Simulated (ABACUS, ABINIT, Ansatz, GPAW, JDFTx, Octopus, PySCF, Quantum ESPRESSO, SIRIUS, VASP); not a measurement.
One calculation of P, 12 ways

```
CELL_PARAMETERS angstrom
1.64774 -5.46504 0.00000
1.64774 5.46504 0.00000
0.00000 0.00000 4.54364
ATOMIC_POSITIONS crystal
P 0.90414 0.09586 0.58882
P 0.09586 0.90414 0.41118
P 0.59586 0.40414 0.08882
P 0.40414 0.59586 0.91118
```

Alike in all runs: functional PBE; k mesh 8 × 8 × 6; occupations fermi-dirac, width 0.05 eV; no spin polarisation; no spin-orbit coupling. Pressure is positive in compression and, in plane waves, holds the error of the finite cutoff, which Ansatz's Pulay term estimates and takes out.

```csv
program and potentials,plane-wave cutoff (eV),notes,band gap (eV),pressure (GPa),largest force (eV/Å)
"SIRIUS, all-electron FP-LAPW, apw+lo standard",-,-,0.10,-,0.331
"VASP, PBE PAW files P, 520 eV",520,-,0.11,1.67,0.287
"Ansatz, Ansatz PAW (earlier soft set)",420,-,?,?,?
"GPAW, GPAW PAW data sets (gpaw-data 1.2.1)",600,-,0.10,2.29,0.381
"Octopus, pseudodojo_pbe (PseudoDojo 0.5, PBE)",-,-,0.09,-,0.360
"Ansatz, all-electron LAPW, scalar-relativistic",-,-,0.10,2.02,0.335
"SIRIUS, PseudoDojo 0.4.1 PBE standard (scalar relativistic)",611,-,0.09,2.06,0.353
"Quantum ESPRESSO, SSSP 1.3 efficiency PBE",748,-,0.10,2.11,0.354
"JDFTx, PseudoDojo-SR-PBE-0.5-standard",599,-,0.09,2.06,0.353
"ABINIT, JTH PAW PBE v2.0",544,-,0.10,1.90,0.335
"PySCF, DZVP-MOLOPT-SR/GTH-PBE (potentials made for PBE)",-,atomic basis,0.11,-,-
"ABACUS, PseudoDojo NC SR 0.4.1 PBE standard, plane waves",599,-,0.09,2.07,0.352
```

Estimate from the other rows what the run with Ansatz, Ansatz PAW (earlier soft set) gave.

Band gap 0.09 eV; pressure 2.02 GPa; largest force 0.340 eV/Å. The other rows, which needn't bracket it: band gap 0.09 to 0.11; pressure 1.67 to 2.29; largest force 0.287 to 0.381.
